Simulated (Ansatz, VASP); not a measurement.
**Two plane-wave programs on Cu**

The input POSCAR:

```
Cu
1.0
    2.5762479879      0.0000000000      0.0000000000
   -1.2881239940      2.2310962040      0.0000000000
    0.0000000000      0.0000000000      4.1676247930
Cu
2
Direct
    0.3333333333      0.6666666667      0.7500000000
    0.6666666667      0.3333333333      0.2500000000
```

File INCAR.step1:

```
SYSTEM = Cu
  PREC = Accurate
  ENCUT = 600
  ISMEAR = 0
  SIGMA = 0.05
  LREAL = .False.
  LASPH = .True.
  NELM = 100
  GGA = PE
  ALGO = Normal
  EDIFF = 1E-4
  LWAVE = .True.
  LCHARG = .False.
```

INCAR.step2

```
SYSTEM = Cu
  PREC = Accurate
  ENCUT = 600
  EDIFF = 1E-6
  ISMEAR = 0
  SIGMA = 0.05
  LREAL = .False.
  LASPH = .True.
  NELM = 100
  ALGO = Normal
  ISIF = 4
  LWAVE = .False.
  LCHARG = .False.
  METAGGA = R2SCAN
  LMIXTAU = .True.
  IBRION = 2
  NSW = 60
  EDIFFG = -0.02
  ISTART = 1
```

Contents of KPOINTS:

```
Automatic mesh
0
Gamma
  18 18 10
  0 0 0
```

Input for Ansatz:

```yaml
crystal:
  lattice:
    - [2.5762479879, 0.0, 0.0]
    - [-1.288123994, 2.231096204, 0.0]
    - [0.0, 0.0, 4.167624793]
  atoms:
    - { symbol: Cu, position: [0.3333333333, 0.6666666667, 0.75] }
    - { symbol: Cu, position: [0.6666666667, 0.3333333333, 0.25] }
basis:
  ecutwfc: 500
  ecutrho_ratio: 4
kpoints:
  mp_grid: { grid: [18, 18, 10] }
hamiltonian:
  xc: r2scan
scf:
  occupations: { method: gaussian, width: 0.05 }
output:
  forces: true
  stress: true
  eigenvalues: true
relax:
  f_tol: 0.02
  max_steps: 40
  cell: { stress_tol: 0.2, fix: [volume] }
```

The cell was built by a generator and needn't be a form met in nature.

Alike in both runs: task relaxation of shape and atoms at fixed volume; functional r2SCAN; k mesh 18 × 18 × 10; occupations gaussian, width 0.05 eV; no spin polarisation.

|  | VASP | Ansatz |
| --- | --- | --- |
| version | VASP 6.6.1 | Ansatz 0.2.0 |
| potentials or method | VASP PAW PBE potentials, release 64 (Cu) | scalar-relativistic, plane waves, PAW |
| plane-wave cutoff (eV) | 600 | 500 |
| valence electrons in the cell | 22 | 38 |

|  | VASP | Ansatz | Ansatz less VASP |
| --- | --- | --- | --- |
| gap on the k mesh at the Fermi level, each at its own relaxed structure (eV) | none | none | - |
| relaxed volume (Å³/atom) | 11.98 | 11.98 | 0.000 |
| relaxed cell length with the largest relative difference (Å) | 4.194 | 4.190 | -0.0043 |

A gap of «none» marks a metal or a gap that the smearing closes. The two sets of potentials don't hold the same shells in valence.

Caveats: the PAW data sets were made with another functional, which shifts forces and pressure a little (VASP).
